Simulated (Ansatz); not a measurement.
BaTiO3: symmetry broken, then relaxed

The calculation used DFT r2SCAN, scalar-relativistic, plane waves, PAW (Ansatz 0.2.0). Settings: plane waves to 500 eV, k-mesh 6×6×6 (Γ-centred), Gaussian smearing 0.05 eV. No spin polarisation. Energies are free energies at this smearing, counted from the undisturbed cell; pressure is positive in compression.

The starting cell (relaxed at this level; it needn't be the usual structure):

```
Ba Ti O
1.0
     3.96333    0.00000    0.00000
     0.00000    2.85798    2.87415
     0.00000   -2.85798    2.87415
Ba Ti O
1 1 3
Direct
  0.00000 0.00826 0.00826
  0.50000 0.52382 0.52382
  0.00000 0.49020 0.49020
  0.50000 0.49393 0.98001
  0.50000 0.98001 0.49393
```

The atoms are displaced (Å, in the unstrained cell):

```tsv
atom	ux	uy	uz
Ba1	0.065	0.019	-0.056
Ti2	-0.152	-0.142	-0.028
O3	-0.070	-0.049	0.036
O4	-0.038	0.367	-0.065
O5	0.194	-0.196	0.113
```

The cell is strained by (0.0484, -0.0364, 0.0421, -0.1654, 0.1296, 0.0799) (xx, yy, zz, yz, xz, xy; engineering shear). The atoms are then relaxed in that fixed cell.

Task: How much of the energy do the atoms recover?

Result: The disturbance cost 551.5 meV/atom, and 171.3 meV/atom remain in the strained cell. The final space group reads P1 (tolerance 0.05 Å).

Final structure:

```yaml
crystal:
  lattice:
    - [4.15512, 0.15839, 0.25691]
    - [0.30052, 2.51609, 2.75867]
    - [0.07209, -2.99157, 3.23147]
  atoms:
    - { symbol: Ba, position: [0.00368, 0.01586, 0.03561] }
    - { symbol: Ti, position: [0.46585, 0.49736, 0.54412] }
    - { symbol: O, position: [0.02768, 0.50487, 0.50820] }
    - { symbol: O, position: [0.48450, 0.48489, 0.95076] }
    - { symbol: O, position: [0.51829, 0.99324, 0.45753] }
```

The relaxation, step by step (energy from the first step):

```
step  ΔE (meV/atom) largest force component (eV/Å) pressure (GPa)
   1            0.0                           6.537             n/a
   2         -297.9                           2.093             n/a
   3         -367.5                           0.512             n/a
   4         -379.6                           0.156             n/a
   5         -380.2                           0.040             n/a
   6         -380.2                           0.020             n/a
   7         -380.2                           0.001             n/a
```

Cost: 3 runs of about 2.8 core-minutes in all, on AMD EPYC 9R45 (Zen 5) (shared hosts).